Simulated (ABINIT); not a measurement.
The system is Ba.

```
Ba
1.0
    -2.50650    2.50650    2.50650
     2.50650   -2.50650    2.50650
     2.50650    2.50650   -2.50650
Ba
1
Direct
  0.00000 0.00000 0.00000
```

Program: ABINIT 10.8.3 (patched build). Alike in all runs: task band structure; level r2SCAN; no spin polarisation; cell as given; k mesh 8 × 8 × 8; smearing fermi-dirac 0.05 eV. Hardware: 4 MPI ranks on Arm Neoverse V1, on a shared host.

Question: Order these runs on this cell by their wall time, lowest first.
A. potentials or basis SG15 NC PBE v1.2; cutoff (eV) 490
B. potentials or basis Ansatz NC r2SCAN; cutoff (eV) 816
C. potentials or basis PseudoDojo NC SR PBE v0.4.1 standard; cutoff (eV) 707

Answer: A (27 s), C (110 s), B (420 s).

Caveats: a meta-GGA on potentials with a model core is unreliable (some runs); this release of the barium file is off (some runs).
